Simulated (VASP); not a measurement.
Data:

```
CELL_PARAMETERS angstrom
      1.80605    -3.12816     0.00000
      1.80605     3.12816     0.00000
      0.00000     0.00000     3.84757
ATOMIC_POSITIONS crystal
  Li 0.33333 0.66667 0.00000
  Li 0.66667 0.33333 0.00000
  Li 0.00000 0.00000 0.50000
  N  0.00000 0.00000 0.00000
```

All values below come from PBEsol GGA, VASP's PBE PAW potentials (set 64) (plane waves; VASP 6.6.1). Numerical set-up: 520 eV cut-off, Gaussian smearing of 0.050 eV, potentials Li_sv N.

Give the energies of bands 5 to 9 at the high-symmetry points, in eV from the valence-band maximum.

| band | Γ | M | K | A | L | H |
|---|---|---|---|---|---|---|
| 5 | -1.60 | -2.35 | -1.99 | -2.76 | -1.42 | -1.31 |
| 6 | -0.21 | -1.25 | -1.99 | 0.00 | -0.95 | -1.31 |
| 7 | -0.21 | -0.78 | -0.67 | 0.00 | -0.69 | -0.38 |
| 8 | 1.08 | 4.53 | 5.26 | 4.00 | 1.11 | 2.37 |
| 9 | 7.29 | 4.68 | 5.26 | 6.87 | 5.95 | 2.37 |

The gap is indirect, 1.08 eV, from the valence maximum at A to the conduction minimum at Γ.

Measured: gap 2.15 eV at 4 K (computed value off by -1.07 eV), as given by H. Brendecke et al., Journal of Applied Physics (1979), doi:10.1063/1.326533.

The compound is Li3N in the alpha structure. It was relaxed first.
